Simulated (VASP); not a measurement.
Input of a VASP 6.6.1 run:

INCAR

```
SYSTEM = TaN
  ALGO = Normal
  EDIFF = 1E-8
  ENCUT = 520
  GGA = PS
  ISIF = 2
  ISMEAR = 0
  LASPH = .TRUE.
  LCHARG = .FALSE.
  LEFG = .TRUE.
  LREAL = .FALSE.
  LWAVE = .FALSE.
  NELM = 60
  PREC = Accurate
  SIGMA = 0.02
```

Contents of KPOINTS:

```
k-points
0
G
  10 10 5
  0 0 0
```

The input POSCAR:

```
TaN
1.0
    2.9217699809      0.0000000000      0.0000000000
   -1.4608849905      2.5303270275      0.0000000000
    0.0000000000      0.0000000000      5.9165150000
Ta N
2 2
Direct
    0.0000000000      0.0000000000      0.5000000000
    0.0000000000      0.0000000000      0.0000000000
    0.3333333333      0.6666666667      0.2500000000
    0.6666666667      0.3333333333      0.7500000000
```

Potentials or basis: VASP PAW PBE potentials, release 64 (Ta_pv, N).

Command:

```console
$ cat potpaw_PBE.64/Ta_pv/POTCAR potpaw_PBE.64/N/POTCAR > POTCAR
$ mpirun -np 1 vasp_std > vasp.out
```

Problem. What does it give for the band gap on the k mesh?

Solution. None (metal or under the smearing width).

Problem. What does it give for the pressure?

Solution. -9.6 GPa.

Stress tensor (GPa, compression positive):
```
 -9.34   0.00   0.00
  0.00  -9.34   0.00
  0.00   0.00 -10.25
```

Caveat: the PAW data sets were made with another functional, which shifts forces and pressure a little. The run has no spin-orbit coupling, so splittings on Ta are missing.
